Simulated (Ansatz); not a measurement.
BaSnO$_{3}$ in the cubic perovskite structure (space group Pm-3m, No. 221)

BaSnO$_{3}$ is modelled in the cubic space group Pm-3m (No. 221), the cubic perovskite structure, Pearson symbol cP5. Conventional cell: a = 4.131 Å, b = 4.131 Å, c = 4.131 Å, α = 90.00°, β = 90.00°, γ = 90.00°. Ba on 1a is coordinated by 12 O at 2.921 Å (cuboctahedral). Sn on 1b is coordinated by 6 O at 2.066 Å (octahedral). O on 3c has 2 Sn at 2.066 Å and 4 Ba at 2.921 Å (octahedral). (Neighbours: up to the widest gap in distance over summed covalent radii, below 1.35, at either atom; cation-cation and far metal-metal contacts left out.)

Level of theory: plane-wave PAW DFT at the r2SCAN level (Ansatz, an electronic-structure program, 500 eV), without spin-orbit coupling. Settings: 8×8×8 k-points, 0.05 eV Fermi–Dirac smearing.

```json
{
  "volume_per_atom": "14.10 Å³",
  "density": "7.16 g/cm³",
  "band_gap": "1.56 eV, indirect, R → Γ",
  "electron_mass": "0.19 mₑ",
  "Lowest conduction-band minima above the VBM": "Γ 1.56 eV",
  "total_energy": "-2742.673 eV/atom (σ→0; compares only within this code and set-up)"
}
```

Effective masses come from finite differences of ±0.01 Å⁻¹. Stability against distortions was not tested.
